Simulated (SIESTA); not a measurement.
A run of SIESTA 5.4.2:

The input TiAl3.fdf:

```
SystemName                      TiAl3
SystemLabel                     TiAl3
NumberOfSpecies                 2
NumberOfAtoms                   4
%block ChemicalSpeciesLabel
  1  22 Ti
  2  13 Al
%endblock ChemicalSpeciesLabel

LatticeConstant                 1.0 Ang
%block LatticeVectors
     2.8396770000     0.0000000000     0.0000000000
     0.0000000000     4.6812640000     0.0000000000
     0.0000000000     0.0000000000     4.9007420000
%endblock LatticeVectors
AtomicCoordinatesFormat         Fractional
%block AtomicCoordinatesAndAtomicSpecies
     0.0000000000     0.5000000000     0.1659160000  1  Ti
     0.0000000000     0.0000000000     0.8359000000  2  Al
     0.5000000000     0.0000000000     0.3309120000  2  Al
     0.5000000000     0.5000000000     0.6672710000  2  Al
%endblock AtomicCoordinatesAndAtomicSpecies

%block kgrid.MonkhorstPack
    9   0   0  0.0
    0   6   0  0.0
    0   0   6  0.0
%endblock kgrid.MonkhorstPack
XC.Functional                   GGA
XC.Authors                      PBEsol
PAO.BasisSize                   DZP
PAO.EnergyShift                 0.003 Ry
Mesh.Cutoff                     800 Ry
OccupationFunction              FD
ElectronicTemperature           0.05 eV
MaxSCFIterations                120
SCF.MustConverge                false
SCF.Mixer.Method                Pulay
SCF.Mixer.Weight                0.25
SCF.Mixer.History               8
SCF.DM.Tolerance                5.0e-05
SCF.H.Tolerance                 1.0e-03 eV
WriteForces                     true
Charge.Mulliken                 end
Charge.Hirshfeld                end
Charge.Voronoi                  end
SaveRho                         true
SaveElectrostaticPotential      true
%block PAO.Basis
  Ti 5
  n=3 0 2
    3.151 0.000
  n=4 0 2
    8.703 0.000
  n=3 1 2
    3.568 0.000
  n=4 1 1
    8.703
  n=3 2 2
    6.267 0.000
%endblock PAO.Basis
```

Potentials or basis: PseudoDojo 0.4 standard (PBEsol files), DZP (energy shift 0.003 Ry; two zetas on semicore shells).

Launch:

```console
$ siesta TiAl3.fdf > TiAl3.out 2>&1
```

Hardware: 1 thread of AMD EPYC 9R45 96-Core Processor (Zen 5), with other jobs on the host.

Task: Estimate the wall time of this run.

Result: Run time: 3.1 min on 1 thread of AMD EPYC 9R45 96-Core Processor (Zen 5) (shared host), peak memory 0.74 GiB. Counts: scf iterations 11, k points 168, bands 62.
